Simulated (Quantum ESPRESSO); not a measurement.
Input of a Quantum ESPRESSO 7.5 run:

The input pw.in:

```
&CONTROL
  calculation = 'scf'
  prefix = 'pwscf'
  outdir = './tmp'
  pseudo_dir = './pseudo'
  tprnfor = .true.
  tstress = .true.
  disk_io = 'low'
/
&SYSTEM
  ibrav = 0
  nat = 2
  ntyp = 2
  ecutwfc = 74
  nbnd = 14
  input_dft = 'XC-000I-000I-120L-135L-000I-000I'
  occupations = 'smearing'
  smearing = 'fd'
  degauss = 0.00367493
/
&ELECTRONS
  conv_thr = 4d-10
  electron_maxstep = 120
  mixing_beta = 0.5
/
ATOMIC_SPECIES
Br    79.9040 Br.upf
K     39.0983 K.upf
CELL_PARAMETERS angstrom
   0.0000000000    3.3000000000    3.3000000000
   3.3000000000    0.0000000000    3.3000000000
   3.3000000000    3.3000000000    0.0000000000
ATOMIC_POSITIONS crystal
Br     0.5000000000    0.5000000000    0.5000000000
K      0.0000000000    0.0000000000    0.0000000000
K_POINTS automatic
6 6 6 1 1 1
```

The input scf2.in:

```
&CONTROL
  calculation = 'scf'
  prefix = 'pwscf'
  outdir = './tmp'
  pseudo_dir = './pseudo'
  tprnfor = .true.
  tstress = .true.
  disk_io = 'low'
/
&SYSTEM
  ibrav = 0
  nat = 2
  ntyp = 2
  ecutwfc = 74
  nbnd = 14
  input_dft = 'XC-000I-000I-120L-135L-000I-000I'
  occupations = 'fixed'
/
&ELECTRONS
  conv_thr = 1d-13
  electron_maxstep = 120
  mixing_beta = 0.5
  startingpot = 'file'
  startingwfc = 'file'
/
ATOMIC_SPECIES
Br    79.9040 Br.upf
K     39.0983 K.upf
CELL_PARAMETERS angstrom
   0.0000000000    3.3000000000    3.3000000000
   3.3000000000    0.0000000000    3.3000000000
   3.3000000000    3.3000000000    0.0000000000
ATOMIC_POSITIONS crystal
Br     0.5000000000    0.5000000000    0.5000000000
K      0.0000000000    0.0000000000    0.0000000000
K_POINTS automatic
6 6 6 1 1 1
```

ph.in

```
dielectric of KBr
&INPUTPH
  prefix = 'pwscf'
  outdir = './tmp'
  tr2_ph = 1d-18
  fildyn = 'dyn'
  niter_ph = 90
  alpha_mix(1) = 0.7
  epsil = .true.
  trans = .false.
  zeu = .true.
/
0.0000000000 0.0000000000 0.0000000000
```

Potentials or basis: PseudoDojo 0.4.1 SR PBE standard.

Command:

```bash
$ OMP_NUM_THREADS=1 pw.x -in pw.in > pw.out
$ OMP_NUM_THREADS=1 pw.x -in scf2.in > scf2.out
$ OMP_NUM_THREADS=1 ph.x -in ph.in > ph.out
```

Q: Estimate the electronic dielectric tensor (diagonal).

A: 2.55.

Q: What does it give for the Born charges (mean of the diagonal)?

A: Br -1.14; K +1.14 e.

Q: Estimate the pressure.

A: 0.4 GPa.

Born effective charge tensors (e):
atom 1, Br
```
-1.14  0.00  0.00
 0.00 -1.14  0.00
 0.00  0.00 -1.14
```
atom 2, K
```
1.14 0.00 0.00
0.00 1.14 0.00
0.00 0.00 1.14
```

Caveat: the potentials were made for another functional, which shifts forces and pressure.

**Experimental background.**

From a printed reference work, monograph, for a bulk crystal of KBr: high-frequency dielectric constant 2.36.

Against the measured high-frequency dielectric constant of KBr, 2.36 (a printed reference work, monograph), the calculated 2.55 is off by +8.1 %.
